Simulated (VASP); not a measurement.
# GaAs (F-43m) in VASP: a series of runs

Runs on GaAs. Level: LDA. Tasks: single point.

Everything below comes from runs of VASP 6.6.1. Logs are shortened: lines on timing, memory, paths and dates and some standing lists are left out, and cuts for length are marked.

### Step 1. The undisturbed crystal

It takes space group F-43m (No. 216, cubic). Conventional cell: a = 5.654 Å, b = 5.654 Å, c = 5.654 Å, α = 90.00°, β = 90.00°, γ = 90.00°. Around As (site symmetry -43m) lie 4 Ga at 2.45 Å. Around Ga (site symmetry -43m) lie 4 As at 2.45 Å.

### Step 2. Single point, LDA (grid = ENCUT=280 dk=0.45 cell=2x2x2 ISMEAR=0 SIGMA=0.05 LREAL=Auto EDIFF=1e-06)

Contents of INCAR:

```
PREC = Accurate
ENCUT = 280
EDIFF = 1E-6
ISMEAR = 0
SIGMA = 0.05
LREAL = Auto
LASPH = T
NELM = 120
ALGO = Fast
ISIF = 2
LWAVE = F
LCHARG = F
NBANDS = 80
```

Contents of KPOINTS:

```
Automatic mesh
0
Gamma
  3 3 3
```

Contents of POSCAR:

```
GaAs
1.0
    0.0000000000      5.6537000000      5.6537000000
    5.6537000000      0.0000000000      5.6537000000
    5.6537000000      5.6537000000      0.0000000000
As Ga
8 8
Direct
    0.3750000000      0.3750000000      0.3750000000
    0.3750000000      0.3750000000      0.8750000000
    0.3750000000      0.8750000000      0.3750000000
    0.3750000000      0.8750000000      0.8750000000
    0.8750000000      0.3750000000      0.3750000000
    0.8750000000      0.3750000000      0.8750000000
    0.8750000000      0.8750000000      0.3750000000
    0.8750000000      0.8750000000      0.8750000000
    0.0000000000      0.0000000000      0.0000000000
    0.0000000000      0.0000000000      0.5000000000
    0.0000000000      0.5000000000      0.0000000000
    0.0000000000      0.5000000000      0.5000000000
    0.5000000000      0.0000000000      0.0000000000
    0.5000000000      0.0000000000      0.5000000000
    0.5000000000      0.5000000000      0.0000000000
    0.5000000000      0.5000000000      0.5000000000
```

Potentials or basis: VASP PAW LDA potentials, release 64 (As, Ga_d).

Launch:

```
cat potpaw_LDA.64/As/POTCAR potpaw_LDA.64/Ga_d/POTCAR > POTCAR
mpirun -np 1 vasp_std > vasp.out
```

OUTCAR:

```text
PREC = Accurate
   ENCUT = 280
   EDIFF = 1E-6
   ISMEAR = 0
   LREAL = Auto
   LASPH = T
   NELM = 120
   ISIF = 2

 Found      4 irreducible k-points:

 Following reciprocal coordinates:
            Coordinates               Weight
  0.000000  0.000000  0.000000      1.000000
  0.333333  0.000000  0.000000      8.000000
  0.333333  0.333333  0.000000      6.000000
 -0.333333  0.333333  0.000000     12.000000
   k-points           NKPTS =      4   k-points in BZ     NKDIM =      4   number of bands    NBANDS=     80
   number of dos      NEDOS =    301   number of ions     NIONS =     16
   total plane-waves  NPLWV = 110592
   dimension x,y,z NGX =    48 NGY =   48 NGZ =   48
   dimension x,y,z NGXF=    96 NGYF=   96 NGZF=   96
   ions per type =               8   8
   NGX,Y,Z   is equivalent  to a cutoff of   9.98,  9.98,  9.98 a.u.
   NGXF,Y,Z  is equivalent  to a cutoff of  19.96, 19.96, 19.96 a.u.
 SYSTEM =  unknown system
   PREC   = accura    normal or accurate (medium, high low for compatibility)
   ISTART =      0    job   : 0-new  1-cont  2-samecut
   ICHARG =      2    charge: 1-file 2-atom 10-const
   ISPIN  =      1    spin polarized calculation?
   LNONCOLLINEAR =      F non collinear calculations
   LSORBIT =      F    spin-orbit coupling
   LASPH  =      T    aspherical Exc in radial PAW
   ENCUT  =  280.0 eV  20.58 Ry    4.54 a.u.  10.91 10.91 10.91*2*pi/ulx,y,z
   NELM   =    120;   NELMIN=  2; NELMDL= -5     # of ELM steps
   EDIFF  = 0.1E-05   stopping-criterion for ELM
   LREAL  =      T    real-space projection
   EDIFFG = 0.1E-04   stopping-criterion for IOM
   NSW    =      0    number of steps for IOM
   IBRION =     -1    ionic relax: 0-MD 1-quasi-New 2-CG
   NFREE  =      0    steps in history (QN), initial steepest desc. (CG)
   ISIF   =      2    stress and relaxation
   ISYM   =      2    0-nonsym 1-usesym 2-fastsym
   POTIM  = 0.5000    time-step for ionic-motion
   TEBEG  =    0.0;   TEEND  =   0.0 temperature during run
   PSTRESS=    0.0 pullay stress
   NELECT =     144.0000    total number of electrons
   NUPDOWN=      -1.0000    fix difference up-down
   EMIN   =  10.00;   EMAX   =-10.00  energy-range for DOS
   EFERMI =   0.00;   METHOD = LEGACY
   ISMEAR =     0;   SIGMA  =   0.05  broadening in eV -4-tet -1-fermi 0-gaus
   EFERMI_NEDOS =   21; number of points for ismear=-14 and -15
   IALGO  =     68    algorithm
   IMIX   =      4    mixing-type and parameters
     AMIX     =   0.40;   BMIX     =  1.00
     AMIX_MAG =   1.60;   BMIX_MAG =  1.00
  volume/ion in A,a.u.               =      22.59       152.44
  Fermi-wavevector in a.u.,A,eV,Ry     =   1.204628  2.276417 19.743799  1.451128
  Thomas-Fermi vector in A             =   2.340347
   LORBIT       =      0    0 simple, 1 ext, 2 COOP (PROOUT), +10 PAW based schemes
   GGA     = CA    functional components
   LHFCALC =     F    Hartree Fock is set to
   AEXX    =    0.0000 exact exchange contribution
   IVDW    =     0    specifies the selected vdW correction
   LEPSILON=     F    determine dielectric tensor
   LRPA    =     F    only Hartree local field effects (RPA)
 non-spin polarized calculation
 RMM-DIIS sequential band-by-band and
 Gauss-broadening in eV      SIGMA  =   0.05
  energy-cutoff  :      280.00
  volume of cell :      361.43
 maximum number of plane-waves:      3856
 NGX is ok and might be reduce to    48
   NGX = 21   NGY = 21   NGZ = 21

 number of electron     144.0000232 magnetization

 Free energy of the ion-electron system (eV)
  ---------------------------------------------------
  ext. energy  EPLUGINS =         0.00000000
  ---------------------------------------------------
  free energy    TOTEN  =       -76.86544315 eV

  energy without entropy =      -76.86544306  energy(sigma->0) =      -76.86544311

 E-fermi :   3.9777     XC(G=0):  -9.9097

 val. band max:        3.8101421903   @ k =   0.0000   0.0000   0.0000
 cond. band min:       4.1373263867   @ k =   0.0000   0.0000   0.0000
 fundamental gap:      0.3271841964
 Fermi energy:         3.9777465267

 k-point     1 :       0.0000    0.0000    0.0000
  band No.  band energies     occupation
      1     -11.2365      2.00000
      2     -11.2365      2.00000
      3     -11.2365      2.00000
      4     -11.2055      2.00000
      5     -11.2055      2.00000
      6     -11.2055      2.00000
[... 72 lines left out ...]
     79       5.1495      0.00000
     80       5.1648      0.00000

 k-point     2 :       0.3333    0.0000    0.0000
  band No.  band energies     occupation
      1     -11.2264      2.00000
      2     -11.2264      2.00000
      3     -11.2264      2.00000
      4     -11.2098      2.00000
      5     -11.2098      2.00000
      6     -11.2098      2.00000
[... 72 lines left out ...]
     79       6.0251      0.00000
     80       6.0296      0.00000

 k-point     3 :       0.3333    0.3333    0.0000
  band No.  band energies     occupation
      1     -11.2275      2.00000
      2     -11.2275      2.00000
      3     -11.2148      2.00000
      4     -11.2033      2.00000
      5     -11.2033      2.00000
      6     -11.2033      2.00000
[... 72 lines left out ...]
     79       6.3416      0.00000
     80       6.8317      0.00000

 k-point     4 :      -0.3333    0.3333    0.0000
  band No.  band energies     occupation
      1     -11.2185      2.00000
      2     -11.2185      2.00000
      3     -11.2182      2.00000
      4     -11.2114      2.00000
      5     -11.2114      2.00000
      6     -11.1915      2.00000
[... 72 lines left out ...]
     79       7.3511      0.00000
     80       7.5103      0.00000

------------------------ aborting loop because EDIFF is reached ----------------------------------------

  FORCE on cell =-STRESS in cart. coord.  units (eV):
  Direction    XX          YY          ZZ          XY          YZ          ZX
  --------------------------------------------------------------------------------------
  -------------------------------------------------------------------------------------
  Total       -4.8691571     -4.8691571     -4.8691571      0.0000000     -0.0000000     -0.0000000
  in kB      -21.5842069    -21.5842069    -21.5842069      0.0000000     -0.0000000     -0.0000000
  external PRESSURE =     -21.5842069 kB  Pullay stress =       0.0000000 kB

 VOLUME and BASIS-vectors are now :
 -----------------------------------------------------------------------------
  energy-cutoff  :      280.00
  volume of cell :      361.43
      direct lattice vectors                 reciprocal lattice vectors
     0.000000000  5.653700000  5.653700000    -0.088437660  0.088437660  0.088437660
     5.653700000  0.000000000  5.653700000     0.088437660 -0.088437660  0.088437660
     5.653700000  5.653700000  0.000000000     0.088437660  0.088437660 -0.088437660

 POSITION                                       TOTAL-FORCE (eV/Angst)
 -----------------------------------------------------------------------------------
      4.24027      4.24027      4.24027         0.000000      0.000000     -0.000000
      7.06712      7.06712      4.24027         0.000000      0.000000      0.000000
      7.06712      4.24027      7.06712         0.000000      0.000000      0.000000
      9.89397      7.06712      7.06712        -0.000000      0.000000      0.000000
      4.24027      7.06712      7.06712         0.000000      0.000000      0.000000
      7.06712      9.89397      7.06712         0.000000      0.000000      0.000000
[... 8 lines left out ...]
      2.82685      2.82685      5.65370        -0.000000     -0.000000     -0.000000
      5.65370      5.65370      5.65370        -0.000000     -0.000000     -0.000000
 -----------------------------------------------------------------------------------
    total drift:                               -0.000021     -0.000021     -0.000016

  FREE ENERGIE OF THE ION-ELECTRON SYSTEM (eV)
  ---------------------------------------------------
  free  energy   TOTEN  =       -76.8654431454 eV

  energy  without entropy=      -76.8654430648  energy(sigma->0) =      -76.86544311
```

Run time: 2.6 min. Hardware: 1 thread of Intel Xeon 6975P-C (Granite Rapids), shared host; peak memory 0.25 GiB.

The run converged, but a check on its numbers failed (symmetry, net force, bounds or a known fault of this set-up), so they aren't taken as properties of the crystal.

Caveat: the cutoff lies under the usual one of these potentials, so the numbers hold a large basis-set error.

### Step 3. Single point, LDA (grid = ENCUT=340 dk=0.45 cell=2x2x2 ISMEAR=0 SIGMA=0.05 LREAL=Auto EDIFF=1e-06)

Changes to INCAR since step 2:

```diff
@@ -1,3 +1,3 @@
 PREC = Accurate
-ENCUT = 280
+ENCUT = 340
 EDIFF = 1E-6
```

KPOINTS is that of step 2.

POSCAR is that of step 2.

Potentials or basis: VASP PAW LDA potentials, release 64 (As, Ga_d).

Launch:

```
cat potpaw_LDA.64/As/POTCAR potpaw_LDA.64/Ga_d/POTCAR > POTCAR
mpirun -np 1 vasp_std > vasp.out
```

It took 2.8 min on 1 thread of Intel Xeon 6975P-C (Granite Rapids), shared host; peak memory 0.27 GiB.

The run converged, but some of its settings lie outside the range that counts as converged, so its numbers aren't taken as properties of the crystal.

What came out:

```yaml
Free_energy: -76.8906 eV
Pressure: -1.7 GPa
Band_gap_on_the_k_mesh: 0.33 eV
```

Caveat: the cutoff is under 1.25 times the usual one of these potentials, so pressure, stress and relaxed cells hold a basis-set (Pulay) error.

### Step 4. Single point, LDA (grid = ENCUT=400 dk=0.45 cell=2x2x2 ISMEAR=0 SIGMA=0.05 LREAL=Auto EDIFF=1e-06)

Changes to INCAR since step 3:

```diff
@@ -1,3 +1,3 @@
 PREC = Accurate
-ENCUT = 340
+ENCUT = 400
 EDIFF = 1E-6
```

KPOINTS is that of step 3.

POSCAR is that of step 3.

Launch:

```
cat potpaw_LDA.64/As/POTCAR potpaw_LDA.64/Ga_d/POTCAR > POTCAR
mpirun -np 1 vasp_std > vasp.out
```

It took 3.3 min on 1 thread of Intel Xeon 6975P-C (Granite Rapids), shared host; peak memory 0.32 GiB.

The run converged, but some of its settings lie outside the range that counts as converged, so its numbers aren't taken as properties of the crystal.

What came out:

- Free energy: -76.8826 eV
- Pressure: -1.9 GPa
- Band gap on the k mesh: 0.33 eV

### Step 5. Single point, LDA (grid = ENCUT=460 dk=0.45 cell=2x2x2 ISMEAR=0 SIGMA=0.05 LREAL=Auto EDIFF=1e-06)

Changes to INCAR since step 4:

```diff
@@ -1,3 +1,3 @@
 PREC = Accurate
-ENCUT = 400
+ENCUT = 460
 EDIFF = 1E-6
```

KPOINTS is that of step 4.

POSCAR is that of step 4.

Launch:

```
cat potpaw_LDA.64/As/POTCAR potpaw_LDA.64/Ga_d/POTCAR > POTCAR
mpirun -np 1 vasp_std > vasp.out
```

Run time: 4.1 min. Hardware: 1 thread of Intel Xeon 6975P-C (Granite Rapids), shared host; peak memory 0.34 GiB.

These settings aren't checked as converged: the numbers below hold their error.

Results:

* Free energy: -76.8818 eV
* Pressure: -1.7 GPa
* Band gap on the k mesh: 0.33 eV

### Step 6. Single point, LDA (grid = ENCUT=520 dk=0.45 cell=2x2x2 ISMEAR=0 SIGMA=0.05 LREAL=Auto EDIFF=1e-06)

Changes to INCAR since step 5:

```diff
@@ -1,3 +1,3 @@
 PREC = Accurate
-ENCUT = 460
+ENCUT = 520
 EDIFF = 1E-6
```

KPOINTS is that of step 5.

POSCAR is that of step 5.

Potentials or basis: VASP PAW LDA potentials, release 64 (As, Ga_d).

Launch:

```
cat potpaw_LDA.64/As/POTCAR potpaw_LDA.64/Ga_d/POTCAR > POTCAR
mpirun -np 1 vasp_std > vasp.out
```

It took 4.1 min on 1 thread of Intel Xeon 6975P-C (Granite Rapids), shared host; peak memory 0.39 GiB.

These settings aren't checked as converged: the numbers below hold their error.

What came out:

```yaml
Free_energy: -76.8834 eV
Pressure: -1.6 GPa
Band_gap_on_the_k_mesh: 0.33 eV
```
